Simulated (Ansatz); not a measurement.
Cs:

```xyz
1
Lattice="0.0000 3.9483 3.9483 3.9483 0.0000 3.9483 3.9483 3.9483 0.0000" Properties=species:S:1:pos:R:3 pbc="T T T"
Cs    0.0000    0.0000    0.0000
```

This isn't the form of Cs at room conditions, which is bcc.

- Program: Ansatz 0.2.0
- Task: relaxation of cell and atoms
- Functional: PBE
- Dispersion: D4
- Potentials or basis: Ansatz PAW
- Cutoff: 420 eV (not typed: the program's choice for these potentials)
- k mesh: 6 × 6 × 6
- Occupations: fermi-dirac, width 0.05 eV
- Spin: no spin polarisation

At the start: volume 123.10 Å³/atom.

How do energy, volume and symmetry change on relaxing?

It ends after 4 steps and the volume is 112.83 Å³/atom (-8.3 %); space group Fm-3m (No. 225, to 0.05 Å).

Step by step:
| step | energy change (eV) | largest force (eV/Å) | volume (Å³) |
| --- | --- | --- | --- |
| 1 | 0.0000 | 0.0000 | 123.10 |
| 2 | -0.0006 | 0.0000 | 122.45 |
| 3 | -0.0045 | 0.0000 | 112.83 |
| 4 | -0.0045 | 0.0000 | 112.83 |

Final structure:
```yaml
crystal:
  lattice:
    - [0.00000, 3.83534, 3.83534]
    - [3.83534, 0.00000, 3.83534]
    - [3.83534, 3.83534, 0.00000]
  atoms:
    - { symbol: Cs, position: [0.00000, 0.00000, 0.00000] }
```

Caveat: the plane-wave basis is chosen anew once the cell has moved, so the energies of steps on either side of that aren't comparable; pairwise dispersion overbinds metals, which lowers pressure and volume.
